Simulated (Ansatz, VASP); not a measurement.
## GaN: VASP beside Ansatz

```
CELL_PARAMETERS angstrom
3.21820 0.00000 0.00000
-1.60910 2.78704 0.00000
0.00000 0.00000 5.24285
ATOMIC_POSITIONS crystal
Ga 0.33333 0.66667 0.00015
Ga 0.66667 0.33333 0.50015
N 0.33333 0.66667 0.37685
N 0.66667 0.33333 0.87685
```

Alike in both runs: functional PBE; k mesh 8 × 8 × 5; no spin polarisation.

Ansatz relaxed the structure, and its values are those at the end. VASP's run is a single point on that final structure, the one shown.

```csv
,VASP,Ansatz
version,VASP 6.6.1,Ansatz 0.2.0
potentials or method,"VASP PAW PBE potentials, release 64 (Ga_d, N)","scalar-relativistic, plane waves, PAW"
plane-wave cutoff (eV),520,520
occupations,"gaussian, width 0.01 eV",fixed
valence electrons in the cell,36,36
```

VASP gave:

| Property | Result |
| --- | --- |
| gap on the k mesh at the Fermi level (eV) | 1.72 |
| least direct gap on the mesh (eV) | 1.72 |
| pressure (GPa) | 0.2 |

Problem. What did Ansatz give for the same quantities?

Solution. gap on the k mesh at the Fermi level (eV): 1.71; least direct gap on the mesh (eV): 1.71; pressure (GPa): 0.0.

As with any semilocal functional, this PBE gap is likely too small.
